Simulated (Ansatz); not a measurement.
HfO2:

```
Hf O
1.0
     5.21946    0.00000    0.00000
     0.00000    5.00476    0.00000
     0.00000    0.00000    5.03269
Hf O
4 8
Direct
  0.96699 0.73252 0.74144
  0.53301 0.73252 0.24144
  0.46699 0.26748 0.74144
  0.03301 0.26748 0.24144
  0.63213 0.92865 0.87927
  0.86787 0.92865 0.37927
  0.23395 0.53988 0.49229
  0.26605 0.53988 0.99229
  0.76605 0.46012 0.99229
  0.73395 0.46012 0.49229
  0.13213 0.07135 0.87927
  0.36787 0.07135 0.37927
```

Measurements of this composition are mostly on another form, of space group No. 14.

| Property | Result |
| --- | --- |
| Program | Ansatz 0.2.0 |
| Task | single point |
| Functional | PBE |
| Potentials or basis | all-electron LAPW, scalar-relativistic |
| Cutoff | 455 eV (chosen from the basis error) |
| Basis error allowed | 0.001 eV/atom |
| k mesh | 5 × 6 × 5 |
| Occupations | fermi-dirac, width 0.05 eV |
| Spin | no spin polarisation |

On this cell: pressure 9.8 GPa; largest force 0.117 eV/Å; band gap on the k mesh 4.48 eV, indirect (least direct gap 4.68 eV).

The same run follows on a disturbed copy (atoms moved at random, drawn with an rms of 0.05 Å):

```xyz
12
Lattice="5.2195 0.0000 0.0000 0.0000 5.0048 0.0000 0.0000 0.0000 5.0327" Properties=species:S:1:pos:R:3 pbc="T T T"
Hf    5.0197    3.6641    3.7182
Hf    2.7781    3.6841    1.2170
Hf    2.4454    1.3584    3.7953
Hf    0.1942    1.3100    1.2622
O     3.2763    4.6378    4.4327
O     4.5326    4.6598    1.9304
O     1.2521    2.6660    2.5159
O     1.4413    2.7087    4.9743
O     3.9913    2.2802    5.0000
O     3.8785    2.2804    2.4541
O     0.6482    0.3194    4.3952
O     1.8792    0.3641    1.9204
```

**Question.** What does the disturbed cell give?

**Answer.** The energy moves by +17.3 meV/atom; pressure 10.5 GPa; largest force 1.253 eV/Å; band gap on the k mesh 4.40 eV, indirect (least direct gap 4.69 eV).

Forces on the atoms (eV/Å):
```
Hf   0.421 -0.620  0.327
Hf   0.041 -0.408  0.358
Hf   0.119 -0.194 -0.938
Hf  -0.326  0.751 -0.734
O    0.054 -0.170  0.068
O   -0.427 -0.508 -0.129
O   -0.089  0.645 -0.464
O   -0.931 -0.020  0.723
O    0.335  0.155 -0.080
O   -0.690  0.008  0.337
O    0.609  0.932  0.576
O    0.885 -0.570 -0.043
```

Stress tensor (GPa, compression positive):
```
10.37 -0.41  0.79
-0.41 11.41  0.78
 0.79  0.78  9.82
```

Caveats: spin-orbit coupling is left out, which moves the levels of the heavy elements; an odd mesh through Γ misses points on the zone boundary, where band edges often lie.
